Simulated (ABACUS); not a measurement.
## HfB2: equation of state with PBE

The system is HfB2.

```
Hf B
1.0
     3.14000    0.00000    0.00000
    -1.57000    2.71932    0.00000
     0.00000    0.00000    3.48000
Hf B
1 2
Cartesian
  0.0000 0.0000 0.0000
  1.5700 0.9064 1.7400
  0.0000 1.8129 1.7400
```

```yaml
Program: ABACUS 3.10.1
Task: equation of state
Functional: PBE
Potentials_or_basis: PseudoDojo NC SR 0.4.1 PBE standard
Cutoff: 1034 eV
Density_cutoff: 4136 eV
Basis: plane waves
k_mesh: 10 × 10 × 8
Occupations: fermi-dirac, width 0.05 eV
Spin: no spin polarisation
Radial_cutoff_of_the_potentials_pseudo_rcut: 10 bohr
SCF_threshold_on_the_density: 1e-08
Max_SCF_steps: 100
Eigensolver: dav
Mixing: broyden
Mixing_share: 0.7
Symmetry_key: 1
Bands: 13
```

* Equilibrium volume: 9.97 Å³/atom
* Bulk modulus at fixed shape and positions: 251 GPa
* Pressure derivative of the bulk modulus: 3.9

Energy against volume, from the lowest point:
```csv
volume (Å³/atom),energy (meV/atom)
9.311,38.19
9.509,17.94
9.707,5.45
9.905,0.00
10.103,0.93
10.301,7.66
10.499,19.66
```

All runs of the series together: 52 s on 4 threads of Intel(R) Xeon(R) Platinum 8488C (Sapphire Rapids) (shared host).

Caveat: the cell was scaled at fixed shape and fractional positions, which overstates the stiffness of a crystal with free parameters, most of all of layers and chains. Spin-orbit coupling is left out, which matters for the levels of Hf.
